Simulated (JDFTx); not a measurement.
# NaF (Villiaumite) (Fm-3m) in JDFTx: notebook

One crystal, NaF (Villiaumite), is run at these levels: LDA, PBE; tasks: screening, Wannier functions.

Everything below comes from runs of JDFTx 1.7.0 (patched build). Logs are shortened: lines on timing, memory, paths and dates and some standing lists are left out, and cuts for length are marked. The log counts tension as positive stress, the text compression.

**1. The structure**

Symmetry: Fm-3m, No. 225, cubic system. The conventional cell has a = 4.640 Å, b = 4.640 Å, c = 4.640 Å, α = 90.00°, β = 90.00°, γ = 90.00°. Na (site symmetry m-3m) is surrounded by 6 F at 2.32 Å. F (site symmetry m-3m) is surrounded by 6 Na at 2.32 Å.

**2. Screening, LDA**

NaF.in

```
include NaF.lattice
coords-type Lattice
include NaF.ionpos

ion-species pseudo/Na.upf
ion-species pseudo/F.upf
elec-cutoff 44 352
elec-ex-corr lda-PW
exchange-regularization None
kpoint-folding 4 4 4
elec-smearing Fermi 0.0018374661
elec-n-bands 32
symmetries none
electronic-SCF nIterations 100 energyDiffThreshold 1e-09
electronic-minimize nIterations 30 energyDiffThreshold 1e-7
converge-empty-states yes
forces-output-coords Cartesian
polarizability Total 4 8
polarizability-kdiff 0.2500000000 0.0000000000 0.0000000000

dump-name run.$VAR
dump End Ecomponents EigStats BandEigs Kpoints Forces Stress
```

NaF.lattice

```
lattice \
    0.0000000000     4.3841646091     4.3841646091 \
    4.3841646091     0.0000000000     4.3841646091 \
    4.3841646091     4.3841646091     0.0000000000
```

NaF.ionpos

```
ion Na     0.0000000000     0.0000000000     0.0000000000 1
ion F      0.5000000000     0.5000000000     0.5000000000 1
```

Potentials or basis: PseudoDojo-SR-LDA-0.4.1-standard.

Launch:

```
$ jdftx -c 1 -i NaF.in -o NaF.out
```

The log of the run:

```text
*************** JDFTx 1.7.0 (patched build) ***************

Input parsed successfully to the following command list (including defaults):
[... the input with its defaults ...]

---------- Initializing the Grid ----------
R =
[            0      4.38416      4.38416  ]
[      4.38416            0      4.38416  ]
[      4.38416      4.38416            0  ]
unit cell volume = 168.535
G =
[  -0.716577   0.716577   0.716577  ]
[   0.716577  -0.716577   0.716577  ]
[   0.716577   0.716577  -0.716577  ]
Minimum fftbox size, Smin = [  56  56  56  ]
Chosen fftbox size, S = [  56  56  56  ]

---------- Initializing tighter grid for wavefunction operations ----------
R =
[            0      4.38416      4.38416  ]
[      4.38416            0      4.38416  ]
[      4.38416      4.38416            0  ]
unit cell volume = 168.535
G =
[  -0.716577   0.716577   0.716577  ]
[   0.716577  -0.716577   0.716577  ]
[   0.716577   0.716577  -0.716577  ]
Minimum fftbox size, Smin = [  40  40  40  ]
Chosen fftbox size, S = [  40  40  40  ]

---------- Exchange Correlation functional ----------
Initalized Slater LDA exchange.
Initalized Perdew-Wang LDA correlation.

---------- Setting up pseudopotentials ----------
Width of ionic core gaussian charges (only for fluid interactions / plotting) set to 0

Reading pseudopotential file 'pseudo/Na.upf':
  'Na' pseudopotential, 'SLA  PW   NOGX NOGC' functional
  Generated using ONCVPSP code by D. R. Hamann
  9 valence electrons, 3 orbitals, 4 projectors, 1001 radial grid points, with lMax = 1
    2S    l: 0   occupation:  2.0   eigenvalue: -2.070187
    2P    l: 1   occupation:  6.0   eigenvalue: -1.059373
    3S    l: 0   occupation:  1.0   eigenvalue: -0.103610
  Core radius for overlap checks: 1.48 bohrs.

Reading pseudopotential file 'pseudo/F.upf':
  'F' pseudopotential, 'SLA  PW   NOGX NOGC' functional
  Generated using ONCVPSP code by D. R. Hamann
  7 valence electrons, 2 orbitals, 5 projectors, 824 radial grid points, with lMax = 2
    2S    l: 0   occupation:  2.0   eigenvalue: -1.089583
    2P    l: 1   occupation:  5.0   eigenvalue: -0.415093
  Core radius for overlap checks: 1.56 bohrs.

Initialized 2 species with 2 total atoms.

Folded 1 k-points by 4x4x4 to 64 k-points.

---------- Setting up k-points, bands, fillings ----------
No reducable k-points.
Computing the number of bands and number of electrons
Calculating initial fillings.
nElectrons:  16.000000   nBands: 32   nStates: 64

----- Setting up reduced wavefunction bases (one per k-point) -----
average nbasis = 2346.203 , ideal nbasis = 2349.436

----- Initializing Supercell corresponding to k-point mesh -----
Lattice vector linear combinations in supercell:
[   4   0   0  ]
[   0   4   0  ]
[   0   0   4  ]
Supercell lattice vectors:
[  0  17.5367  17.5367  ]
[  17.5367  0  17.5367  ]
[  17.5367  17.5367  0  ]

-------- Setting up exchange kernel --------
3D periodic kernel with unmodified G=0.

---------- Setting up ewald sum ----------
Optimum gaussian width for ewald sums = 1.991212 bohr.
Real space sum over 1331 unit cells with max indices [  5  5  5  ]
Reciprocal space sum over 2197 terms with max indices [  6  6  6  ]

---------- Allocating electronic variables ----------
Initializing wave functions:  linear combination of atomic orbitals
Note: number of bands (32) exceeds available atomic orbitals (9)
Na pseudo-atom occupations:   s ( 2 1 )  p ( 6 )
F pseudo-atom occupations:   s ( 2 )  p ( 5 )
	FillingsUpdate:  mu: +0.205706298  nElectrons: 16.000000
LCAOMinimize: Iter:   0  F: -69.7098016900088169  |grad|_K:  1.838e-03  alpha:  1.000e+00
	FillingsUpdate:  mu: +0.100000000  nElectrons: 16.000000
LCAOMinimize: Iter:   1  F: -69.7534527027122522  |grad|_K:  3.942e-04  alpha:  3.064e-01  linmin: -2.278e-01  cgtest:  9.072e-01
LCAOMinimize: Encountered beta<0, resetting CG.
[... 7 lines of inner loops ...]
LCAOMinimize: Iter:   5  F: -69.7553800354893809  |grad|_K:  6.043e-07  alpha:  6.585e-01  linmin:  7.112e-04  cgtest:  9.037e-04
	FillingsUpdate:  mu: +0.100000000  nElectrons: 16.000000
LCAOMinimize: Iter:   6  F: -69.7553800454749648  |grad|_K:  6.704e-08  alpha:  8.348e-01  linmin:  2.169e-05  cgtest:  2.821e-03
LCAOMinimize: Converged (|Delta F|<1.000000e-06 for 2 iters).

-------- Electronic minimization -----------
Will mix electronic density at each iteration.
	FillingsUpdate:  mu: +0.100000000  nElectrons: 16.000000
	FillingsUpdate:  mu: +0.100000000  nElectrons: 16.000000
SCF: Cycle:  0   F: -69.757233498662572   dF: -1.853e-03   |Residual|: 6.612e-03   |deigs|: 1.233e+00
	FillingsUpdate:  mu: +0.100000000  nElectrons: 16.000000
SCF: Cycle:  1   F: -69.757253546047480   dF: -2.005e-05   |Residual|: 2.159e-03   |deigs|: 5.100e-03
	FillingsUpdate:  mu: +0.100000000  nElectrons: 16.000000
SCF: Cycle:  2   F: -69.757254396623125   dF: -8.506e-07   |Residual|: 1.137e-03   |deigs|: 1.394e-03
	FillingsUpdate:  mu: +0.100000000  nElectrons: 16.000000
SCF: Cycle:  3   F: -69.757254476933014   dF: -8.031e-08   |Residual|: 2.039e-04   |deigs|: 5.696e-04
	FillingsUpdate:  mu: +0.100000000  nElectrons: 16.000000
SCF: Cycle:  4   F: -69.757254482128985   dF: -5.196e-09   |Residual|: 5.138e-05   |deigs|: 2.595e-04
	FillingsUpdate:  mu: +0.100000000  nElectrons: 16.000000
SCF: Cycle:  5   F: -69.757254482955290   dF: -8.263e-10   |Residual|: 1.564e-05   |deigs|: 1.597e-04
	FillingsUpdate:  mu: +0.100000000  nElectrons: 16.000000
SCF: Cycle:  6   F: -69.757254483014933   dF: -5.964e-11   |Residual|: 3.986e-06   |deigs|: 2.007e-04
SCF: Converged (|Delta E|<1.000000e-09 for 2 iters).

Setting wave functions to eigenvectors of Hamiltonian
Converging empty states (this may take a while): |deigs|: 2.300e-03

# Stress tensor in Cartesian coordinates [Eh/a0^3]:
[  0.000152149  3.55719e-10 -4.61328e-11  ]
[  3.55719e-10  0.000152149 -4.01215e-10  ]
[ -4.61327e-11 -4.01215e-10  0.000152148  ]

# Ionic positions in lattice coordinates:
ion Na   0.000000000000000   0.000000000000000   0.000000000000000 1
ion F   0.500000000000000   0.500000000000000   0.500000000000000 1

# Forces in Cartesian coordinates:
force Na  -0.000000074724475  -0.000000001510722  -0.000000135288966 1
force F  -0.000000444551370  -0.000000476142110   0.000000134087759 1

# Energy components:
   Eewald =      -41.8174543220512902
       EH =       22.5517678197309621
     Eloc =      -65.2777252173888485
      Enl =      -17.5869578626761651
      Exc =      -12.1273283830726371
 Exc_core =        0.5500806934131552
       KE =       43.9503627890299100
-------------------------------------
     Etot =      -69.7572544830149326

IonicMinimize: Iter:   0  F: -69.757254483014933  |grad|_K:  1.903e-07
IonicMinimize: Converged (|grad|_K<1.000000e-04).

#--- Lowdin population analysis ---
# oxidation-state Na +0.777
# oxidation-state F -0.727

Dumping 'run.eigStats' ...
	eMin: -1.685543 at state 0 ( [ +0.000000 +0.000000 +0.000000 ] spin 0 )
	HOMO: +0.017107 at state 0 ( [ +0.000000 +0.000000 +0.000000 ] spin 0 )
	mu  : +0.100000
	LUMO: +0.236507 at state 0 ( [ +0.000000 +0.000000 +0.000000 ] spin 0 )
	eMax: +2.264887 at state 0 ( [ +0.000000 +0.000000 +0.000000 ] spin 0 )
	HOMO-LUMO gap: +0.219400
	Optical gap  : +0.219400 at state 0 ( [ +0.000000 +0.000000 +0.000000 ] spin 0 )
Dumping polarizability matrix:
	Setting up reduced basis at Ecut=4: nbasis = 62 for k = [   0.250   0.000   0.000  ]
	Computing NonInteracting polarizability in plane-wave basis
	Clearing orthogonal wavefunctions (C) to free memory.
	Applying Coulomb kernel
	Forming Coulomb matrix
	Applying Exchange-Correlation kernel
	Forming Exchange-Correlation matrix
	Computing External and Total polarizability matrices in PW basis
	Dumping 'run.epsInvEigs' ... Done.
	head(epsInv): 0.550167   1/head(epsInv): 1.81763
	Computing transformation matrix from PW to Total polarizability eigen-basis
	Transforming output quantities to Total polarizability eigen-basis
	Dumping 'run.pol_*' ... Done.
Done!
[note: mu as printed may lie anywhere between the filled and the empty levels]
```

Run time: 1.8 min. Hardware: 1 thread of Intel Xeon Platinum 8375C at 2.90GHz (Ice Lake), shared host; peak memory 0.2 GiB.

What came out:

```yaml
Free_energy: -1898.1916 eV
Pressure: -4.5 GPa
Band_gap_on_the_k_mesh: 5.97 eV, direct
Loewdin_charges: Na +0.78; F -0.73 e
```

Levels at points of the mesh, in eV from the valence-band top:
```tsv
k point	band 6	band 7	band 8	band 9	band 10	band 11
(0.00, 0.00, 0.00)	0.00	0.00	0.00	5.97	18.62	18.62
(0.00, 0.00, 0.50)	-1.64	-0.26	-0.26	10.40	12.09	19.67
(0.00, 0.50, 0.00)	-1.64	-0.26	-0.26	10.40	12.09	19.67
(0.00, 0.50, 0.50)	-1.32	-0.42	-0.42	12.73	12.91	13.25
(0.50, 0.00, 0.00)	-1.64	-0.26	-0.26	10.40	12.09	19.67
(0.50, 0.00, 0.50)	-1.32	-0.42	-0.42	12.73	12.91	13.25
(0.50, 0.50, 0.00)	-1.32	-0.42	-0.42	12.73	12.91	13.25
(0.50, 0.50, 0.50)	-1.64	-0.26	-0.26	10.40	12.09	19.67
```

Caveat: the k mesh is coarse (spacing up to 0.59 Å⁻¹), so the values aren't converged.

**3. Wannier functions, PBE**

wannier.in

```
lattice \
    0.0000000000     4.3841646091     4.3841646091 \
    4.3841646091     0.0000000000     4.3841646091 \
    4.3841646091     4.3841646091     0.0000000000
coords-type Lattice
ion Na     0.0000000000     0.0000000000     0.0000000000 1
ion F      0.5000000000     0.5000000000     0.5000000000 1

ion-species pseudo/Na.upf
ion-species pseudo/F.upf
elec-cutoff 44 352
elec-ex-corr gga-PBE
kpoint-folding 5 5 5
elec-smearing Fermi 0.0018374661
elec-n-bands 14
forces-output-coords Cartesian

wannier-initial-state run.$VAR
wannier-dump-name wannier.$VAR
wannier localizationMeasure FiniteDifference bStart 5 saveWfnsRealSpace no
wannier-minimize nIterations 1000 energyDiffThreshold 1e-6
wannier-center Gaussian 0.5877 0.5488 0.5314 1.2
wannier-center Gaussian 0.2857 0.5907 0.5842 1.2
wannier-center Gaussian 0.5673 0.3721 0.5815 1.2
```

Potentials or basis: PseudoDojo-SR-PBE-0.5-standard.

Launch:

```
$ wannier -c 1 -i wannier.in -o wannier.out
```

The log of the run:

```text
*************** JDFTx 1.7.0 (patched build) ***************

Input parsed successfully to the following command list (including defaults):
[... the input with its defaults ...]

---------- Setting up symmetries ----------

Found 48 point-group symmetries of the bravais lattice
Found 48 space-group symmetries with basis
Applied RMS atom displacement 0 bohrs to make symmetries exact.

---------- Initializing the Grid ----------
R =
[            0      4.38416      4.38416  ]
[      4.38416            0      4.38416  ]
[      4.38416      4.38416            0  ]
unit cell volume = 168.535
G =
[  -0.716577   0.716577   0.716577  ]
[   0.716577  -0.716577   0.716577  ]
[   0.716577   0.716577  -0.716577  ]
Minimum fftbox size, Smin = [  56  56  56  ]
Chosen fftbox size, S = [  56  56  56  ]

[... 63 lines left out ...]
[   0   0   5  ]
Supercell lattice vectors:
[  0  21.9208  21.9208  ]
[  21.9208  0  21.9208  ]
[  21.9208  21.9208  0  ]

---------- Initializing Wannier Function solver ----------

---------- Initializing supercell grid for Wannier functions ----------
Setting up finite difference formula on k-mesh ... found a 8 neighbour formula.
nbasis = 3383 for k = [   0.000   0.000   0.000  ]

Computing initial overlaps ... done.
WannierMinimize: Iter:   0  Omega:  6.922475270846371e+00  |grad|_K:  7.222e-01
WannierMinimize: Iter:   1  Omega:  6.555193663869664e+00  |grad|_K:  3.358e-01  alpha:  1.000e+00  linmin: -8.768e-01
WannierMinimize: Iter:   2  Omega:  6.472612794454256e+00  |grad|_K:  2.672e-01  alpha:  1.000e+00  linmin:  4.462e-01
WannierMinimize: Iter:   3  Omega:  6.460589293602055e+00  |grad|_K:  2.081e-01  alpha:  1.000e+00  linmin:  7.757e-01
WannierMinimize: Iter:   4  Omega:  6.450243855833117e+00  |grad|_K:  2.572e-02  alpha:  1.000e+00  linmin:  1.537e-01
WannierMinimize: Iter:   5  Omega:  6.450091584884011e+00  |grad|_K:  6.344e-03  alpha:  1.000e+00  linmin:  8.234e-02
WannierMinimize: Iter:   6  Omega:  6.450077801493387e+00  |grad|_K:  2.687e-03  alpha:  1.000e+00  linmin: -7.734e-01
WannierMinimize: Iter:   7  Omega:  6.450073696248618e+00  |grad|_K:  1.288e-03  alpha:  1.000e+00  linmin: -3.281e-01
WannierMinimize: Iter:   8  Omega:  6.450072666604345e+00  |grad|_K:  1.339e-03  alpha:  1.000e+00  linmin: -1.312e-02
WannierMinimize: Iter:   9  Omega:  6.450071940113775e+00  |grad|_K:  7.619e-04  alpha:  1.000e+00  linmin: -4.269e-01
WannierMinimize: Iter:  10  Omega:  6.450071326668535e+00  |grad|_K:  8.412e-04  alpha:  1.000e+00  linmin: -3.989e-01
WannierMinimize: Converged (|Delta Omega|<1.000000e-06 for 2 iters).

Optimum spread:
	Omega:  6.450071326668535e+00
	OmegaI: 6.427132638537494e+00

Centers in lattice coords:
	[ 0.5 0.5 0.5 ] spread: 2.14907 bohr^2
	[ 0.500001 0.5 0.5 ] spread: 2.15034 bohr^2
	[ 0.5 0.5 0.5 ] spread: 2.15066 bohr^2
Dumping 'wannier.mlwfH' ... done. Relative discarded imaginary part: 2.097692e-09
Done!
```

It took 0.76 s on 1 thread of Intel Xeon Platinum 8375C at 2.90GHz (Ice Lake), shared host; peak memory 0.05 GiB.

What came out:

```yaml
Total_Wannier_spread: 1.81 Å² over 3 functions
```

Wannier centres (Å) and spreads (Å²):
| function | x | y | z | spread |
| --- | --- | --- | --- | --- |
| 1 | 2.320 | 2.320 | 2.320 | 0.602 |
| 2 | 2.320 | 2.320 | 2.320 | 0.602 |
| 3 | 2.320 | 2.320 | 2.320 | 0.602 |

Caveat: the k mesh is coarse (spacing up to 0.47 Å⁻¹), so the values aren't converged; the spread may have ended in a local minimum.
